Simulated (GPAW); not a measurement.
Here is a GPAW 26.7.0 calculation.

The input run.py:

```python
from ase import Atoms
from ase.filters import FrechetCellFilter
from ase.io import write
from ase.optimize import BFGS
from ase.units import GPa
from gpaw import GPAW, PW, setup_paths

setup_paths.insert(0, '.')

atoms = Atoms(['Zn', 'Zn'],
              cell=[[2.67, 0.0, 0.0],
                    [-1.335, 2.3122878281, 0.0],
                    [0.0, 0.0, 4.966]],
              scaled_positions=[[0.6666666667, 0.3333333333, 0.75],
                                [0.3333333333, 0.6666666667, 0.25]],
              pbc=True)

calc = GPAW(mode=PW(600),
            xc='PBEsol',
            kpts={'size': (8, 8, 4), 'gamma': True},
            occupations={'name': 'fermi-dirac', 'width': 0.05},
            nbands=21,
            convergence={'density': 1e-05, 'forces': 0.0001},
            maxiter=150,
            txt='gpaw.txt')
atoms.calc = calc
opt = BFGS(FrechetCellFilter(atoms, scalar_pressure=20 * GPa), trajectory='relax.traj', logfile='-')
done = opt.run(fmax=0.02, steps=60)
calc.write('gs.gpw')
write('result.traj', atoms)
print('Converged:', done)
print('Cell:', atoms.cell.cellpar().round(4))
print('Volume:', round(atoms.get_volume(), 4))
print(atoms.get_scaled_positions().round(5))
```

Potentials or basis: PAW data sets generated in the run's folder for this functional, pw.

Launch:

```bash
$ gpaw-setup -f PBEsol Zn
$ OMP_NUM_THREADS=1 python run.py
```

Predict the relaxed volume.

12.07 Å³/atom.

Estimate the space group after relaxing (to 0.05 Å).

P6_3/mmc (No. 194).

What does it give for the relaxed cell?

a = 2.557 Å, b = 2.557 Å, c = 4.261 Å, α = 90.00°, β = 90.00°, γ = 120.00°.

Stress tensor (GPa, compression positive):
```
20.01  0.00  0.00
 0.00 20.01  0.00
 0.00  0.00 19.74
```

Caveat: later steps reuse the first step's grids; the volume moved by over 15 % at a fixed basis, so the end points are rough.
